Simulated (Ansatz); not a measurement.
Method: DFT PBE, scalar-relativistic, plane waves, PAW in Ansatz. Settings: cutoff 420 eV, Γ-centred meshes spaced at most about 0.3 Å⁻¹, and about 0.25 Å⁻¹ or finer for metals (2π included), Gaussian smearing. No spin polarisation.

These are static total energies at zero pressure.

Two forms of CaB were relaxed alike.

1. Space group P-3m1 (No. 164), trigonal, a = 3.299 Å, c = 8.032 Å. Ca has 1 B at 2.49 Å and 3 B at 2.94 Å; B is surrounded by 3 B at 1.92 Å and 1 Ca at 2.49 Å.

2. Space group Pm-3m (No. 221), cubic, a = 3.265 Å. Ca is surrounded by 8 B at 2.83 Å and 6 Ca at 3.26 Å; around B lie 8 Ca at 2.83 Å and 6 B at 3.26 Å.

Question: Which would you expect to be lower, and how large is the difference?

Answer: Cell 1 is lower, by 243 meV/atom. Cell 1 has space group P-3m1 (No. 164), 18.9 Å³/atom and no gap on its mesh; cell 2 has the caesium chloride type, space group Pm-3m (No. 221), 17.4 Å³/atom and no gap. Counting B atoms around Ca (those within 1.25 times the shortest such distance or 1.15 times the sum of covalent radii, 1.27 where that leaves under three; a plus sign parts nearer from farther groups), cell 1 has Ca 1+3 and cell 2 has Ca 8. Cell 1 holds B–B nets (shortest 1.92 Å); in cell 2 the shortest B–B distance is 3.26 Å. The lower one is the more open, so pressure narrows the difference. Even the lower one lies +0.47 eV/atom against the reference forms of the elements (uncorrected), so neither is stable at this level. Both come from invented guesses. The lowest form computed isn't among them: it has space group C2/m (No. 12), 22.1 Å³/atom and lies 0.37 eV/atom below the best shown.

Cells relaxed within their symmetry can be saddle points. Some candidate types were left out of the draw beforehand, so a known form may be missing.
